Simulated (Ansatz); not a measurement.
The system is Te2Pt (Moncheite).

```
CELL_PARAMETERS angstrom
4.01000 0.00000 0.00000
-2.00500 3.47276 0.00000
0.00000 0.00000 5.20100
ATOMIC_POSITIONS crystal
Pt 0.00000 0.00000 0.00000
Te 0.66667 0.33333 0.75000
Te 0.33333 0.66667 0.25000
```

- Program: Ansatz 0.2.0
- Task: relaxation of cell and atoms
- Functional: PBEsol
- Potentials or basis: Ansatz PAW
- Cutoff: 420 eV (not typed: the program's choice for these potentials)
- k mesh: 8 × 8 × 5
- Occupations: fermi-dirac, width 0.05 eV
- Spin: no spin polarisation

At the start: volume 24.14 Å³/atom.

Task: How do energy, volume and symmetry change on relaxing?

Result: It ends after 6 steps and the volume is 24.30 Å³/atom (+0.6 %); space group P-3m1 (No. 164, to 0.05 Å).

Step by step:
| step | energy change (eV) | largest force (eV/Å) | volume (Å³) |
| --- | --- | --- | --- |
| 1 | 0.0000 | 0.7404 | 72.43 |
| 2 | -0.0488 | 0.1058 | 73.78 |
| 3 | -0.0517 | 0.0289 | 72.62 |
| 4 | -0.0519 | 0.0005 | 72.90 |
| 5 | -0.0520 | 0.0007 | 72.90 |
| 6 | -0.0521 | 0.0008 | 72.90 |

Final structure:
```
CELL_PARAMETERS angstrom
4.04337 0.00000 0.00000
-2.02169 3.50166 0.00000
0.00000 0.00000 5.14853
ATOMIC_POSITIONS crystal
Pt 0.00000 0.00000 0.00000
Te 0.66667 0.33333 0.73828
Te 0.33333 0.66667 0.26172
```

Caveat: the plane-wave basis is chosen anew once the cell has moved, so the energies of steps on either side of that aren't comparable; the PAW data sets come from PBE, with cores solved anew for the run's functional, which leaves a small shift of forces and pressure.
